**Question: Which functional should I trust for BaTiO3, and why does the stiffest one have the smallest cell?**

I have equations of state for one tetragonal BaTiO3 cell with five functionals. I need a density, a stiffness and later a model of a strained film, so I have to settle on one level of theory.

GPAW 26.7.0, PAW DFT without spin polarisation for tetragonal BaTiO3 (P4mm, 5 atoms), with a 4 × 4 × 4 k mesh and Fermi-Dirac smearing of 0.05 eV; plane waves, except PBE on a real-space grid of 0.16 Å spacing. Each equation of state is fitted to seven volumes, 0.94 to 1.06 times the given cell (12.86 Å³/atom), with shape and fractional positions fixed.

```tsv
functional	potentials	wave cutoff	equilibrium volume (Å³/atom)	equilibrium volume change (% of the given cell)	bulk modulus (GPa)	bulk modulus slope
LDA	PAW-data-sets-made-by gpaw-setup-for-the-functional	800 eV	12.359	-3.870	192.40	4.560
PBE	GPAW-PAW-data-sets-(gpaw-data-1.2.1)	n/a	13.240	2.990	155.80	4.540
BEEF-vdW	GPAW-PAW-data-sets-(gpaw-data-1.2.1)	800 eV	13.287	3.350	156.60	4.500
optB88-vdW	GPAW-PAW-data-sets-(gpaw-data-1.2.1)	800 eV	13.070	1.660	168.10	4.400
optPBE-vdW	GPAW-PAW-data-sets-(gpaw-data-1.2.1)	800 eV	13.264	3.170	160.60	4.400
```

Are the differences large enough to matter? Is LDA really the level that makes this crystal stiff? And are the van der Waals functionals worth their extra cost in an oxide?

**Answer**

Choose by the volume first, because LDA looks stiffest only through its small cell. Relative to the given cell, LDA comes out 3.9 % too small and PBE 3.0 % too large, while optB88-vdW is only 1.7 % too large. PBE, optPBE-vdW and BEEF-vdW are too close to rank, since PBE was run on a real-space grid and the other two in plane waves. On such a grid the energy can depend slightly on where the atoms sit between the grid points. That caution comes from the data makers' tests on other systems, not from a warning in this run, and the size of the error wasn't tested here. The optPBE-vdW and BEEF-vdW volumes differ from each other by less than 0.2 % of the given cell, on a $k$ mesh whose convergence wasn't tested. The origin of the given cell isn't stated, but its edges are close to the roughly recalled room-temperature value of 4.0 Å. Thermal expansion and zero-point motion are missing and would enlarge every computed volume a little.

The order follows from what a functional does with the thin electron density between the ions. LDA treats each point as part of a uniform electron gas. Gradient-corrected exchange also lowers the energy where the density changes quickly compared with its own size. Two limits show the consequence: in a uniform density PBE falls back to LDA, whereas between well-separated closed-shell ions the density is thin and steep, and the correction is strong. Pulling the ions apart moves the crystal towards the second limit, where the correction lowers the energy more, so it acts as an outward pressure. PBE also corrects correlation for gradients, with the opposite sign, which is expected to cancel part of this push, so the step from LDA to PBE is the net of the two. This is the standard explanation; the table shows its result, not the exchange energy itself.

The same reasoning explains why "van der Waals" in the name doesn't guarantee a small cell. Non-local correlation adds attraction, but it takes the place of PBE's gradient correction to correlation, wholly or in part, rather than coming on top of it. How much outward push remains then depends largely on the exchange it is paired with. optB88-vdW and optPBE-vdW share their correlation and differ in exchange, and their volumes differ by 1.5 % of the given cell. That points to exchange as the cause, although the optB88-vdW run also used a different program option whose effect wasn't tested. The moderate gradients between touching ions are expected to matter most. There optB88 exchange is the weaker of the two, although it becomes the stronger where the density is very thin and steep.

Now the stiffness. Think of a spring that softens as it is stretched. A steady outward pull moves it to a longer and softer resting length, but leaves its stiffness at any given length unchanged. If a functional did only this to the LDA crystal, its bulk modulus could be read off the LDA curve at the new volume.

In formulas, a constant pressure adds a term linear in the volume $V$ to the energy, and a linear term has no curvature. Let $V_0$ be the LDA equilibrium volume, $B_0$ its bulk modulus there and $B'$ the bulk modulus slope, that is, the rise of the modulus per unit of pressure. If $B'$ stays constant (the Murnaghan equation), the modulus along the curve is

$$B(V)=B_0\left(\frac{V_0}{V}\right)^{B'}.$$

At the PBE volume this gives

$$B = 192.4\ \text{GPa}\times\left(\frac{12.359}{13.240}\right)^{4.56}\approx 141\ \text{GPa}.$$

The PBE calculation itself gives 156 GPa; only its volume entered the estimate, not its modulus. The model has the right direction, but it predicts a fall of 52 GPa where the table has 37. It also comes out too soft for the three van der Waals functionals, which were run in plane waves, so the grid used for PBE can't be the whole reason. The Murnaghan form isn't to blame: the LDA pressures computed on either side of the PBE volume give 139 GPa, slightly softer still. The added pressure therefore can't be constant.

The way it fails tells us what is missing. Compared at the volume of the given cell, LDA is the softest of the five, with 161 GPa against 178 GPa for PBE. The extra outward pressure must therefore weaken as the crystal expands, like a pair of repelling magnets fixed to the ends of the spring: they lengthen it and also stiffen it. A plausible reason is that the overlap between neighbouring ions fades with distance, but these data don't isolate that contribution, and LDA used separately generated PAW data sets whose effect wasn't tested. So LDA isn't the level that makes BaTiO3 stiff; its high tabulated modulus belongs to its smaller cell.

What this means depends on the purpose:

- **Density or lattice size.** Start with optB88-vdW for this compound. Its edge is about 0.6 % too long relative to the given cell, against 1.0 % for PBE and 1.3 % too short for LDA. That preference rests on a single compound with its shape and atomic positions frozen, on the one run with a different program option, and on stock PAW data sets rather than sets generated for this functional. Freeing them would shift the volumes, so it isn't a general ranking. The table is also a selection: runs that failed or met a known program fault were left out, so a functional's absence says nothing against it. Try PBEsol as well, which isn't in the table: it weakens the gradient correction to exchange, costs about as much as PBE, and is expected to give a volume between those of LDA and PBE.

- **Stiffness.** If you know the real cell, evaluate the modulus there. The spread among the five functionals then shrinks from 22 % to 13 % of the mean, and the four gradient-corrected ones lie between 178 and 184 GPa. These values hold for a cell whose shape and fractional atomic positions are frozen. Letting the atoms relax is expected to lower the modulus, so don't compare them directly with a measured one.

- **Strained films and ferroelectricity.** Here the steps are large. An edge error near 1 % is as big as a typical film strain. LDA would need a tension of about 7 GPa to reach the given cell, and PBE a pressure of about 5 GPa, whereas a few GPa (roughly recalled) are enough to suppress ferroelectricity in BaTiO3 at room temperature. Even optB88-vdW is off by about 3 GPa. For the bulk crystal you can impose the measured lattice. In a film the substrate sets only the in-plane edges, so the height and the atoms must be free to relax. Set those edges by the strain you want relative to the functional's own relaxed BaTiO3 lattice; measured substrate edges would turn its size error into a false strain. PBE is known to exaggerate the polar distortion and the stretch along it, while LDA tends to understate them. Test this before you choose, because the distortion was held fixed here.

- **Band gap.** None of these functionals will do. At the given cell their gaps on the $k$ mesh agree within about 0.1 eV, yet even the largest is more than 1 eV below the roughly recalled measured gap. A hybrid functional or a quasiparticle method is the usual next step, at a much higher cost.

As for cost, there are no timings here, so only scaling can guide you. LDA and PBE need similar work. Non-local correlation adds an integral over pairs of points, which is normally evaluated with Fourier transforms and is far cheaper than the exact exchange of a hybrid. Of the three van der Waals functionals, only optB88-vdW improves on the PBE volume here: optPBE-vdW and BEEF-vdW come no nearer to the given cell than PBE does. The $k$ mesh is coarse in every row, and its convergence wasn't tested. Doubling it in each direction gives $2^3=8$ times as many points before symmetry is used. Run that test with one functional before you act on differences of a few GPa.

The printed output below carries the LDA curve, and then the PBE curve, to the volumes of the other functionals, with no adjustable constant.

Numerical output:

```
Size and gap:
         row  edge change in %  edge of equal cube in angstrom  pressure to reach given cell in GPa  extra pressure over LDA in GPa  mesh gap at given cell in eV
         LDA            -1.307                           3.954                                -6.95                               0                         1.713
         PBE            0.9869                           4.045                                4.911                           11.86                         1.804
    BEEF-vdW             1.104                            4.05                                5.562                           12.51                         1.825
  optB88-vdW            0.5503                           4.028                                 2.87                            9.82                         1.802
  optPBE-vdW             1.046                           4.048                                5.372                           12.32                         1.823
Stiffness in GPa:
         row  at given volume  same from energies  predicted from LDA curve  miss from LDA curve  predicted from PBE curve  miss from PBE curve
         LDA            160.7               160.8                     192.4                    0                       213                20.58
         PBE            178.1               178.7                     140.6               -15.25                     155.8                    0
    BEEF-vdW            181.6               182.3                     138.3                -18.3                     153.3               -3.286
  optB88-vdW            180.7               181.6                     149.1               -19.02                     165.2               -2.886
  optPBE-vdW            184.2               184.8                     139.4                -21.2                     154.5               -6.076
Volume step LDA to PBE in % of given cell: 6.86
Volume step optB88-vdW to optPBE-vdW in % of given cell: 1.51
Volume step PBE to BEEF-vdW in % of given cell: 0.36
LDA volume from energies less that from stress in %: 0.1206
Computed fall of modulus LDA to PBE in GPa: 36.6
Fall predicted by constant added pressure in GPa: 51.85
Spread of moduli at own minima in % of mean: 21.96
Spread of moduli at given volume in % of mean: 13.29
PBE modulus less LDA modulus at given volume in GPa: 17.39
Spread of mesh gaps at given cell in eV: 0.1116
Rough shortfall of largest mesh gap from recalled measured gap in eV: 1.375
```
